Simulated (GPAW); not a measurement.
# GaP (F-43m) in GPAW: a series of runs, part 2 of 2

GPAW 26.7.0. Earlier steps stand in the parts before.

## (4) Band structure, revPBE

Contents of run.py:

```python
from ase.dft.bandgap import bandgap
from ase.io import read, write
from ase.units import Bohr, GPa
from gpaw import GPAW, PW
from gpaw.elf import elf_from_dft_calculation

atoms = read('GaP.xyz')

calc = GPAW(mode=PW(600),
            xc='revPBE',
            kpts={'size': (8, 8, 8), 'gamma': True},
            occupations={'name': 'fermi-dirac', 'width': 0.05},
            nbands=11,
            convergence={'density': 1e-05, 'energy': 1e-05},
            maxiter=150,
            txt='gpaw.txt')
atoms.calc = calc
energy = atoms.get_potential_energy()
forces = atoms.get_forces()
stress = atoms.get_stress()
calc.write('gs.gpw')
write('result.traj', atoms)
print(f'Energy: {energy:.6f} eV')
print('Forces (eV/A):')
print(forces.round(4))
print('Stress (GPa):', (stress / GPa).round(3))
print('Fermi level:', round(calc.get_fermi_level(), 4), 'eV')
print(f'Gap: {bandgap(calc)[0]:.4f} eV, direct: {bandgap(calc, direct=True)[0]:.4f} eV')

# fields on the real-space grid
write('density.cube', atoms, data=calc.get_pseudo_density() * Bohr**3)
write('potential.cube', atoms, data=calc.get_electrostatic_potential())
write('elf.cube', atoms, data=elf_from_dft_calculation(calc).data)

path = atoms.cell.bandpath('GXWKGLUWLK,UX', npoints=100, eps=1e-4)
bs_calc = calc.fixed_density(kpts=path, symmetry='off', nbands=21,
                             convergence={'bands': 'CBM+6.0', 'eigenstates': 1e-6}, txt='bands.txt')
bs = bs_calc.band_structure()
bs.write('bs.json')
print(f'Gap on the path: {bandgap(bs_calc)[0]:.4f} eV')
```

Contents of GaP.xyz:

```xyz
2
Lattice="0.0000000000 2.7252500000 2.7252500000 2.7252500000 0.0000000000 2.7252500000 2.7252500000 2.7252500000 0.0000000000" Properties=species:S:1:pos:R:3 pbc="T T T"
Ga     0.0000000000      0.0000000000      0.0000000000
P      4.0878750000      4.0878750000      4.0878750000
```

Potentials or basis: the program's PAW data sets (release 1.2.1) made for this functional, pw.

Launch:

```bash
> OMP_NUM_THREADS=1 python run.py
```

gpaw.txt:

```text
__  _  _
 | _ |_)|_||  |
 |__||  | ||/\| - 26.7.0

Input parameters:
  mode=PW(ecut=600.0),
  convergence={'density': 1e-05, 'energy': 1e-05},
  kpts=MonkhorstPack(size=(8, 8, 8), gamma=True),
  maxiter=150,
  nbands=11,
  occupations=Occupations(name='fermi-dirac', width=0.05),
  xc=XC(name='revPBE')

Diagonalizing LCAO Hamiltonian
Converting LCAO to pw mode

                    P

       Ga

Atoms  # Å, Bohr magnetons
|   | symbol |        x |        y |        z |    initial magnetic moments |
|---|--------|----------|----------|----------|-----------------------------|
| 0 |     Ga | 0.000000 | 0.000000 | 0.000000 | ( 0.0000,  0.0000,  0.0000) |
| 1 |      P | 4.087875 | 4.087875 | 4.087875 | ( 0.0000,  0.0000,  0.0000) |

Unit cell  # Å
| periodic |        x |        y |        z |  lengths |    angles |
|----------|----------|----------|----------|----------|-----------|
|      yes | 0.000000 | 2.725250 | 2.725250 | 3.854086 | 60.000000 |
|      yes | 2.725250 | 0.000000 | 2.725250 | 3.854086 | 60.000000 |
|      yes | 2.725250 | 2.725250 | 0.000000 | 3.854086 | 60.000000 |

[... 181 lines left out ...]
  Entropy:          -0.000000
  Spinorbit:         0.000000
  ----------------------------
  Free energy:      -8.448337
  Extrapolated:     -8.448337

dipole moment: (-10.802735, -10.802735, -10.802735)  # |e|*Ang

Fermi level: 5.857
Eigenvalues  # (at kpt = [0.000, 0.000, 0.000])
| band index |      eig [eV] | occ [0-2] |
|------------|---------------|-----------|
|          0 |        -7.419 |     2.000 |
|          1 |         5.023 |     2.000 |
|          2 |         5.023 |     2.000 |
|          3 |         5.023 |     2.000 |
|          4 |         7.010 |     0.000 |
|          5 |         8.981 |     0.000 |
|          6 |         8.981 |     0.000 |
|          7 |         8.981 |     0.000 |
|          8 |        14.063 |     0.000 |
|          9 |        14.710 |     0.000 |
|         10 |        14.710 |     0.000 |

Gap: 1.734 eV
Transition (v -> c):
  (s=0, k=0, n=3, [0.00, 0.00, 0.00]) -> (s=0, k=12, n=4, [0.38, 0.38, 0.00])
Direct/indirect transitions are different
Direct gap: 1.986 eV
Transition at: (s=0, k=0, n=3, [0.00, 0.00, 0.00])

Forces  # eV/Ang
|        x |        y |        z |
|----------|----------|----------|
| -0.00000 | -0.00000 | -0.00000 |  # Ga   0
| -0.00000 | -0.00000 | -0.00000 |  # P    1

Stress tensor  # eV/Ang^3
|         x |         y |         z |
|-----------|-----------|-----------|
| -0.038123 |  0.000000 | -0.000000 |
|  0.000000 | -0.038123 | -0.000000 |
| -0.000000 | -0.000000 | -0.038123 |

# Writing to gs.gpw (mode='')
```

bands.txt:

```text
Diagonalizing LCAO Hamiltonian
Converting LCAO to pw mode
convergence criteria:
- Maximum integral of absolute [eigenst]ate change: 1e-06 eV^2 / valence electron
maximum number of iterations: 150

SCF iterations
|iter     | |      energy | eigst |  dens |
|---------|-|-------------|-------|-------|
|iter:   1| |             | +0.74 |       |
[... 104 lines left out ...]
         [0.375     , 0.375     , 0.75      ],
         [0.625     , 0.25      , 0.625     ],
         [0.60416667, 0.20833333, 0.60416667],
         [0.58333333, 0.16666667, 0.58333333],
         [0.5625    , 0.125     , 0.5625    ],
         [0.54166667, 0.08333333, 0.54166667],
         [0.52083333, 0.04166667, 0.52083333],
         [0.5       , 0.        , 0.5       ]])),
  maxiter=150,
  nbands=21,
  occupations=Occupations(name='fermi-dirac', width=0.05),
  symmetry=Symmetry(point_group=False, time_reversal=False),
  xc=XC(name='revPBE')
```

Run time: 35 s. Hardware: 1 thread of Arm Neoverse V1, shared host; peak memory 0.24 GiB.

What came out:

```
Free energy             : -8.4483 eV
Pressure                : 6.1 GPa
Band gap on the k mesh  : 1.73 eV, indirect (least direct gap 1.99 eV)
Band gap along the path : 1.68 eV, indirect (least direct gap 1.99 eV)
```

Levels at the corners of the path, in eV from the valence-band top:
| point | band 1 | band 2 | band 3 | band 4 | band 5 | band 6 | band 7 | band 8 | band 9 |
| --- | --- | --- | --- | --- | --- | --- | --- | --- | --- |
| Γ | -12.44 | 0.00 | 0.00 | 0.00 | 1.99 | 3.96 | 3.96 | 3.96 | 9.04 |
| X | -9.65 | -6.69 | -2.66 | -2.66 | 1.74 | 1.91 | 10.68 | 10.68 | 11.34 |
| W | -9.58 | -6.46 | -3.57 | -3.38 | 4.79 | 4.95 | 6.20 | 6.25 | 11.65 |
| K | -9.70 | -6.47 | -3.91 | -2.23 | 2.28 | 4.89 | 8.31 | 8.36 | 9.41 |
| Γ | -12.44 | 0.00 | 0.00 | 0.00 | 1.99 | 3.96 | 3.96 | 3.96 | 9.04 |
| L | -10.53 | -6.56 | -1.11 | -1.11 | 1.79 | 4.78 | 4.78 | 8.43 | 11.06 |
| U | -9.70 | -6.47 | -3.91 | -2.23 | 2.28 | 4.89 | 8.31 | 8.36 | 9.41 |
| W | -9.58 | -6.46 | -3.57 | -3.38 | 4.79 | 4.95 | 6.20 | 6.25 | 11.65 |
| L | -10.53 | -6.56 | -1.11 | -1.11 | 1.79 | 4.78 | 4.78 | 8.43 | 11.06 |
| K | -9.70 | -6.47 | -3.91 | -2.23 | 2.28 | 4.89 | 8.31 | 8.36 | 9.41 |
| U | -9.70 | -6.47 | -3.91 | -2.23 | 2.28 | 4.89 | 8.31 | 8.36 | 9.41 |
| X | -9.65 | -6.69 | -2.66 | -2.66 | 1.74 | 1.91 | 10.68 | 10.68 | 11.34 |

## (5) Band structure, BLYP

Edit run.py of step 4 so:

```diff
@@ -2,5 +2,6 @@
 from ase.io import read, write
-from ase.units import Bohr, GPa
-from gpaw import GPAW, PW
-from gpaw.elf import elf_from_dft_calculation
+from ase.units import GPa
+from gpaw import GPAW, PW, setup_paths
+
+setup_paths.insert(0, '.')
 
@@ -9,3 +10,3 @@
 calc = GPAW(mode=PW(600),
-            xc='revPBE',
+            xc='BLYP',
             kpts={'size': (8, 8, 8), 'gamma': True},
@@ -14,2 +15,3 @@
             convergence={'density': 1e-05, 'energy': 1e-05},
+            eigensolver='davidson',
             maxiter=150,
@@ -29,7 +31,2 @@
 
-# fields on the real-space grid
-write('density.cube', atoms, data=calc.get_pseudo_density() * Bohr**3)
-write('potential.cube', atoms, data=calc.get_electrostatic_potential())
-write('elf.cube', atoms, data=elf_from_dft_calculation(calc).data)
-
 path = atoms.cell.bandpath('GXWKGLUWLK,UX', npoints=100, eps=1e-4)
```

GaP.xyz is that of step 4.

Potentials or basis: PAW data sets generated in the run's folder for this functional, pw.

Launch:

```bash
> gpaw-setup -f BLYP Ga P
> OMP_NUM_THREADS=1 python run.py
```

Run time: 35 s. Hardware: 1 thread of Arm Neoverse V1, shared host; peak memory 0.23 GiB.

Results (log left out):

* Free energy: -7.6237 eV
* Pressure: 8.1 GPa
* Band gap on the k mesh: 1.72 eV, indirect (least direct gap 1.79 eV)
* Band gap along the path: 1.72 eV, indirect (least direct gap 1.79 eV)

Levels at the corners of the path, in eV from the valence-band top:
```csv
point,band 2,band 3,band 4,band 5,band 6,band 7
Γ,0.00,0.00,0.00,1.79,3.98,3.98
X,-6.74,-2.62,-2.62,1.85,1.96,10.59
W,-6.53,-3.50,-3.32,4.89,4.89,6.21
K,-6.52,-3.84,-2.21,2.34,4.92,8.31
Γ,0.00,0.00,0.00,1.79,3.98,3.98
L,-6.56,-1.10,-1.10,1.72,4.84,4.84
U,-6.52,-3.84,-2.21,2.34,4.92,8.31
W,-6.53,-3.50,-3.32,4.89,4.89,6.21
L,-6.56,-1.10,-1.10,1.72,4.84,4.84
K,-6.52,-3.84,-2.21,2.34,4.92,8.31
U,-6.52,-3.84,-2.21,2.34,4.92,8.31
X,-6.74,-2.62,-2.62,1.85,1.96,10.59
```

## (6) Band structure, r2SCAN

Edit run.py of step 5 so:

```diff
@@ -1,12 +1,17 @@
+from ase import Atoms
 from ase.dft.bandgap import bandgap
-from ase.io import read, write
+from ase.io import write
 from ase.units import GPa
-from gpaw import GPAW, PW, setup_paths
+from gpaw import GPAW, PW
 
-setup_paths.insert(0, '.')
-
-atoms = read('GaP.xyz')
+atoms = Atoms(['Ga', 'P'],
+              cell=[[0.0, 2.72525, 2.72525],
+                    [2.72525, 0.0, 2.72525],
+                    [2.72525, 2.72525, 0.0]],
+              scaled_positions=[[0.0, 0.0, 0.0],
+                                [0.75, 0.75, 0.75]],
+              pbc=True)
 
 calc = GPAW(mode=PW(600),
-            xc='BLYP',
+            xc='MGGA_X_R2SCAN+MGGA_C_R2SCAN',
             kpts={'size': (8, 8, 8), 'gamma': True},
@@ -15,3 +20,2 @@
             convergence={'density': 1e-05, 'energy': 1e-05},
-            eigensolver='davidson',
             maxiter=150,
@@ -31,3 +35,3 @@
 
-path = atoms.cell.bandpath('GXWKGLUWLK,UX', npoints=100, eps=1e-4)
+path = atoms.cell.bandpath('GXWKGLUWLK,UX', npoints=80, eps=1e-4)
 bs_calc = calc.fixed_density(kpts=path, symmetry='off', nbands=21,
```

Potentials or basis: GPAW PAW data sets (gpaw-data 1.2.1), pw.

Launch:

```bash
> OMP_NUM_THREADS=1 python run.py
```

Run time: 1.9 min. Hardware: 1 thread of Arm Neoverse V1, shared host; peak memory 0.29 GiB.

It converged, with:

```yaml
Free_energy: -20.0245 eV
Pressure: 1.5 GPa
Band_gap_on_the_k_mesh: 1.93 eV, indirect (least direct gap 2.42 eV)
Band_gap_along_the_path: 1.89 eV, indirect (least direct gap 2.42 eV)
```

Levels at the corners of the path, in eV from the valence-band top:
| point | band 1 | band 2 | band 3 | band 4 | band 5 | band 6 | band 7 | band 8 |
| --- | --- | --- | --- | --- | --- | --- | --- | --- |
| Γ | -12.99 | 0.00 | 0.00 | 0.00 | 2.42 | 4.23 | 4.23 | 4.23 |
| X | -10.07 | -6.93 | -2.78 | -2.78 | 1.94 | 2.13 | 11.36 | 11.36 |
| W | -10.00 | -6.69 | -3.71 | -3.51 | 5.08 | 5.35 | 6.58 | 6.64 |
| K | -10.12 | -6.70 | -4.06 | -2.34 | 2.51 | 5.23 | 8.82 | 8.86 |
| Γ | -12.99 | 0.00 | 0.00 | 0.00 | 2.42 | 4.23 | 4.23 | 4.23 |
| L | -10.99 | -6.81 | -1.16 | -1.16 | 2.09 | 5.08 | 5.08 | 8.88 |
| U | -10.12 | -6.70 | -4.06 | -2.34 | 2.51 | 5.23 | 8.82 | 8.86 |
| W | -10.00 | -6.69 | -3.71 | -3.51 | 5.08 | 5.35 | 6.58 | 6.64 |
| L | -10.99 | -6.81 | -1.16 | -1.16 | 2.09 | 5.08 | 5.08 | 8.88 |
| K | -10.12 | -6.70 | -4.06 | -2.34 | 2.51 | 5.23 | 8.82 | 8.86 |
| U | -10.12 | -6.70 | -4.06 | -2.34 | 2.51 | 5.23 | 8.82 | 8.86 |
| X | -10.07 | -6.93 | -2.78 | -2.78 | 1.94 | 2.13 | 11.36 | 11.36 |

Caveat: the PAW data sets were made with another functional, which shifts forces and pressure a little.

## (7) Summary

| level | potentials or basis | spin | k mesh | band points | spin axis theta (degrees) | spin axis phi (degrees) | soc after scf | eigensolver | gap on the mesh (eV) | pressure (GPa) |
| --- | --- | --- | --- | --- | --- | --- | --- | --- | --- | --- |
| PBEsol | PAW data sets generated in the run's folder for this functional, pw | SOC, no magnetisation | 6 × 6 × 6 | 60 | 0 | 0 | second variation | - | 1.49 | 1.6 |
| RPBE | the program's PAW data sets (release 1.2.1) made for this functional, pw | off | 8 × 8 × 8 | 60 | - | - | - | - | 1.76 | 6.7 |
| revPBE | the program's PAW data sets (release 1.2.1) made for this functional, pw | off | 8 × 8 × 8 | 100 | - | - | - | - | 1.73 | 6.1 |
| BLYP | PAW data sets generated in the run's folder for this functional, pw | off | 8 × 8 × 8 | 100 | - | - | - | davidson | 1.72 | 8.1 |
| r2SCAN | GPAW PAW data sets (gpaw-data 1.2.1), pw | off | 8 × 8 × 8 | 80 | - | - | - | - | 1.93 | 1.5 |

Alike in all rows: task band structure; cell as given; cutoff (eV) 600; smearing fermi-dirac 0.05 eV.

Caveats: spin-orbit coupling was added after a scalar SCF, so levels and gaps hold it while energy, forces, pressure and moments don't (some runs); this program's spin-orbit splittings come out too wide for heavy elements (some runs); the PAW data sets were made with another functional, which shifts forces and pressure a little (some runs).

Total energies depend on the potentials used, so only differences within one code and one set of settings carry meaning.

## (8) Comparison with measurements

Step 2. A measured gap of GaP is 2.34 eV (indirect; 10 K; quoted in “Stacking defects in GaP nanowires: Electronic structure and optical properties”, 2018, arxiv:1810.01194); the calculated 1.45 eV misses it by -0.89 eV. The value is that of PBEsol, without temperature or zero-point motion. Semilocal functionals fall short of measured gaps as a rule.

Step 3. A measured gap of GaP is 2.34 eV (indirect; 10 K; quoted in “Stacking defects in GaP nanowires: Electronic structure and optical properties”, 2018, arxiv:1810.01194); the calculated 1.71 eV misses it by -0.63 eV. Spin-orbit coupling on Ga is left out. The value is that of RPBE, without temperature or zero-point motion. Semilocal functionals fall short of measured gaps as a rule.

Step 4. A measured gap of GaP is 2.34 eV (indirect; 10 K; quoted in “Stacking defects in GaP nanowires: Electronic structure and optical properties”, 2018, arxiv:1810.01194); the calculated 1.68 eV misses it by -0.66 eV. Spin-orbit coupling on Ga is left out. The value is that of revPBE, without temperature or zero-point motion. Semilocal functionals fall short of measured gaps as a rule.

Step 5. A measured gap of GaP is 2.34 eV (indirect; 10 K; quoted in “Stacking defects in GaP nanowires: Electronic structure and optical properties”, 2018, arxiv:1810.01194); the calculated 1.72 eV misses it by -0.62 eV. Spin-orbit coupling on Ga is left out. The value is that of BLYP, without temperature or zero-point motion. Semilocal functionals fall short of measured gaps as a rule.

Step 6. A measured gap of GaP is 2.34 eV (indirect; 10 K; quoted in “Stacking defects in GaP nanowires: Electronic structure and optical properties”, 2018, arxiv:1810.01194); the calculated 1.89 eV misses it by -0.45 eV. Spin-orbit coupling on Ga is left out. The value is that of r2SCAN, without temperature or zero-point motion.
